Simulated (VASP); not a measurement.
AlN: dielectric tensor with PBEsol

**The experiment to reproduce.**

“Self-assembly of well-separated AlN nanowires directly on sputtered metallic TiN films”, 2019, arxiv:1910.07391 quotes, for a bulk crystal of AlN at 10 K: band gap 6.034 eV (an exciton energy, a little under the gap).

The system is AlN.

```
Al N
1.0
     3.11310    0.00000    0.00000
    -1.55655    2.69603    0.00000
     0.00000    0.00000    4.98181
Al N
2 2
Direct
  0.33333 0.66667 0.99899
  0.66667 0.33333 0.49899
  0.33333 0.66667 0.38101
  0.66667 0.33333 0.88101
```

| Property | Result |
| --- | --- |
| Program | VASP 6.6.1 |
| Task | dielectric tensor |
| Functional | PBEsol |
| Potentials or basis | VASP PAW PBE potentials, release 64 (Al, N) |
| Cutoff | 600 eV |
| k mesh | 12 × 12 × 6 |
| Occupations | gaussian, width 0.03 eV |
| Spin | no spin polarisation |
| Further INCAR settings | ALGO = Normal; EDIFF = 1e-08 |

```json
{
 "Band gap on the k mesh": "4.12 eV, direct",
 "Electronic dielectric tensor (diagonal)": "4.48, 4.48, 4.72",
 "Born charges (mean of the diagonal)": "Al +2.57; N -2.57 e"
}
```

Levels at points of the mesh, in eV from the valence-band top:
```tsv
k point	band 4	band 5	band 6	band 7	band 8	band 9	band 10	band 11	band 12
(0.00, 0.00, 0.00)	-0.88	-0.88	-0.23	-0.23	0.00	4.12	6.55	10.50	11.02
(0.50, 0.00, 0.00)	-4.20	-3.38	-2.12	-1.81	-0.70	5.67	5.67	8.07	10.16
(0.00, 0.00, 0.50)	-3.36	-0.56	-0.56	-0.56	-0.56	6.37	6.37	10.20	10.20
(0.50, 0.00, 0.50)	-5.66	-1.49	-1.49	-1.38	-1.38	5.17	5.17	9.12	9.12
```

Electronic dielectric tensor:
```
4.48 0.00 0.00
0.00 4.48 0.00
0.00 0.00 4.72
```

Born effective charge tensors (e):
atom 1, Al
```
2.51 0.00 0.00
0.00 2.51 0.00
0.00 0.00 2.68
```
atom 2, Al
```
2.51 0.00 0.00
0.00 2.51 0.00
0.00 0.00 2.68
```
atom 3, N
```
-2.51  0.00  0.00
 0.00 -2.51  0.00
 0.00  0.00 -2.68
```
atom 4, N
```
-2.51  0.00  0.00
 0.00 -2.51  0.00
 0.00  0.00 -2.68
```

It took 5.3 min on 1 thread of AMD EPYC 9R45 96-Core Processor (Zen 5) (shared host), peak memory 0.45 GiB.

Against the measured gap of AlN, 6.034 eV (an exciton energy, a little under the gap; 10 K; quoted in “Self-assembly of well-separated AlN nanowires directly on sputtered metallic TiN films”, 2019, arxiv:1910.07391), the calculated 4.12 eV is off by -1.92 eV. 2 values of this kind are on record (6.034 to 6.0343 eV); this one was drawn at random. The value is that of PBEsol on a finite k mesh, which can miss the band edges, without temperature or zero-point motion. Semilocal functionals fall short of measured gaps as a rule.
